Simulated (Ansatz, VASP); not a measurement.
**ZnSe (Stilleite) in VASP and in Ansatz**

```
Zn Se
1.0
     4.00760    0.00000    0.00000
     2.00380    3.47068    0.00000
     2.00380    1.15689    3.27219
Zn Se
1 1
Cartesian
  0.0000 0.0000 0.0000
  2.0038 1.1569 0.8180
```

Alike in both runs: task single point; functional revPBE; k mesh 6 × 6 × 6; no spin polarisation.

|  | VASP | Ansatz |
| --- | --- | --- |
| version | VASP 6.6.1 | Ansatz 0.2.0 |
| potentials or method | VASP PAW PBE potentials, release 64 (Zn, Se) | plane waves, PAW |
| plane-wave cutoff (eV) | 520 | 650 |
| occupations | methfessel-paxton of order 1, width 0.01 eV | cold, width 0.01 eV |
| valence electrons in the cell | 18 | 28 |

Ansatz gave:

```
pressure (GPa) : 3.8
```

**Question.** What did VASP give for the same quantities?

**Answer.** Pressure (GPa): 4.0.

The two sets of potentials don't hold the same shells in valence.

Caveats: the PAW data sets were made with another functional, which shifts forces and pressure a little (VASP). Expect the measured gap to be larger: semilocal functionals such as revPBE lack the derivative discontinuity.
